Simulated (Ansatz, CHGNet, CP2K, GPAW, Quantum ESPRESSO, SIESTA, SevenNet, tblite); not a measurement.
## Priceite (P2_1/c), Ca2B5H7O13 (108 atoms): runs against a plane-wave reference

The cell holds 108 atoms: 8 Ca, 20 B, 28 H and 52 O. Cell: a = 11.580 Å, b = 6.984 Å, c = 12.352 Å, α = 90.0°, β = 110.6°, γ = 90.0°. It derives from Ca2B5H7O13 (P2_1/c), repeated 1×1×1. Ca2B5H7O13, space group P2_1/c, structure from the Crystallography Open Database, 1 x 1 x 1 conventional cells; every coordinate displaced by a Gaussian of 0.02 Å; bonds to H set to neutron lengths (C-H 1.089, N-H 1.015, O-H 0.983, B-H 1.19 Å) where the listed ones are shorter. Then every atom was moved at random, 0.05 Å r.m.s. a Cartesian component (hydrogen 0.6 of that).

Geometry: as built.

The reference, a calculation:

```
method                                           : Kohn-Sham DFT, PBE, PAW, plane waves (Ansatz 0.2.0); cutoff 420 eV, Γ point, fermi-dirac smearing of 0.05 eV; PAW set soft_2
r.m.s. force component                           : 2.037 eV/Å
longest force                                    : 12.11 eV/Å
pressure                                         : 3.985 GPa
gap (highest filled to lowest empty level) : 4.708 eV
SCF cycles                                       : 9
time                                             : 15 s on 4 threads of Arm Neoverse V1, shared host
CPU time                                         : 54 s
```

**Question.** The same geometry is run in other programs. How far does each lie from the reference, and what does it cost?
- SevenNet 0 potential (SevenNet 0; 1 thread)
- GPAW RPBE, LCAO dzp, h 0.18 Å (GPAW 26.7.0; 2 MPI ranks)
- CHGNet r2SCAN potential (CHGNet r2SCAN; 1 thread)
- GPAW PBE, LCAO sz(dzp), h 0.18 Å (GPAW 26.7.0; 1 thread)
- GPAW PBE, LCAO szp(dzp), h 0.18 Å (GPAW 26.7.0; 1 thread)
- CP2K PBE, DZVP-MOLOPT-SR, 600/50 Ry, OT DIIS (CP2K 2026.2; 4 MPI ranks)
- SevenNet l3i5 potential (SevenNet l3i5; 1 thread)
- SIESTA PBE, DZP, shift 0.01 Ry, mesh 700 Ry (SIESTA 5.4.2; 4 MPI ranks)
- CP2K PBE, SZV-MOLOPT-SR, 600/50 Ry, TRS4 filter 1e-06, SCF 1e-06 (CP2K 2026.2; 2 threads)
- QE PBE, sssp-1.3.0-efficiency, 60/480 Ry (Quantum ESPRESSO 7.5; 2 MPI ranks)

Differences are against the plane-wave reference, forces as r.m.s. over components; share is that over the reference's r.m.s. force, slope the least-squares factor from reference forces to these. Total energies of different programs have different zeros and aren't compared.

| run | Δ force, r.m.s. (meV/Å) | share (%) | slope | Δ pressure (GPa) | Δ gap (eV) | cores | CPU time | memory (GiB) |
| --- | --- | --- | --- | --- | --- | --- | --- | --- |
| reference | - | - | - | - | - | 4 | 54 s | 1.2 |
| SevenNet 0 potential | 138 | 6.76 | 1.026 | 0.213 | - | 1 | 11 s | 1.3 |
| GPAW RPBE, LCAO dzp, h 0.18 Å | 325 | 16.0 | 1.087 | - | 0.162 | 2 | 4.6 min | 1.8 |
| CHGNet r2SCAN potential | 386 | 18.9 | 0.887 | -3.09 | - | 1 | 6.4 s | 2.5 |
| GPAW PBE, LCAO sz(dzp), h 0.18 Å (coarse) | 1924 | 94.5 | 1.401 | - | 0.0713 | 1 | 77 s | 1.0 |
| GPAW PBE, LCAO szp(dzp), h 0.18 Å (coarse) | 1053 | 51.7 | 1.195 | - | 0.0696 | 1 | 3.2 min | 1.3 |
| CP2K PBE, DZVP-MOLOPT-SR, 600/50 Ry, OT DIIS | 95.1 | 4.67 | 1.030 | 1.60 | 0.129 | 4 | 18 min | 2.9 |
| SevenNet l3i5 potential | 121 | 5.94 | 1.019 | 0.258 | - | 1 | 16 s | 2.4 |
| SIESTA PBE, DZP, shift 0.01 Ry, mesh 700 Ry | 200 | 9.79 | 1.052 | 1.55 | -0.221 | 4 | 8.5 min | 3.3 |
| CP2K PBE, SZV-MOLOPT-SR, 600/50 Ry, TRS4 filter 1e-06, SCF 1e-06 (coarse) | 1471 | 72.2 | 1.437 | 20.7 | - | 2 | 1.9 min | 1.5 |
| QE PBE, sssp-1.3.0-efficiency, 60/480 Ry | 38.9 | 1.91 | 1.008 | -0.450 | 0.0028 | 2 | 7.8 min | 2.5 |

Rows marked coarse were listed beforehand as settings not expected to be converged; some can still land near the reference.

Times of the machine-learned potentials are mostly Python's start and the loading of weights.

CPU time is summed over cores on a shared host, where runs went side by side, so it is rough. Symmetry, cutoffs, thresholds, outputs and thread counts weren't matched or tuned between programs; memory under MPI is the largest rank's times the ranks.

PBE on plane waves or a grid with other potentials, cutoffs or grids, coarse settings apart, differs from the reference by 1.9 % (QE PBE, sssp-1.3.0-efficiency, 60/480 Ry) of the r.m.s. force; this holds the reference's own error, so differences of a few per cent don't tell which side is nearer the exact PBE result (QE's 60 Ry are 816 eV, against the reference's 420 eV). The PBE runs in local orbitals, coarse settings apart, differ by 4.7 % (CP2K PBE, DZVP-MOLOPT-SR, 600/50 Ry, OT DIIS) to 9.8 % (SIESTA PBE, DZP, shift 0.01 Ry, mesh 700 Ry); basis, grid and potentials can all enter. Machine-learned potentials differ by 5.9 % (SevenNet l3i5 potential) to 19 % (CHGNet r2SCAN potential); they were trained on other programs' data, some at another functional. Rows with another functional or a dispersion term differ by 16 % (GPAW RPBE, LCAO dzp, h 0.18 Å), which mixes the change of model with differences of basis and potentials. With short bonds to hydrogen, sets of potentials differ among themselves by several per cent in forces even at converged cutoffs, so the reference isn't exact here either. Machine-learned potentials mimic data converged in k, so the reference's own k-point error enters their differences. The published positions, changed by the recipe (random displacements or longer bonds to H), lie far from the minimum at this level of theory. The electronic-structure runs sample only Γ, in a cell whose shortest periodic width is 7 Å.

[Logs are printed without paths, hosts, clocks, repeated set-up lines and the standing remarks that a program may print on its own settings, such as how far it seeks lower states.]

[Hosts, paths, dates, database ids (printed as entryN), source tags and the programs' standing remarks are cut or masked in the printed files.]
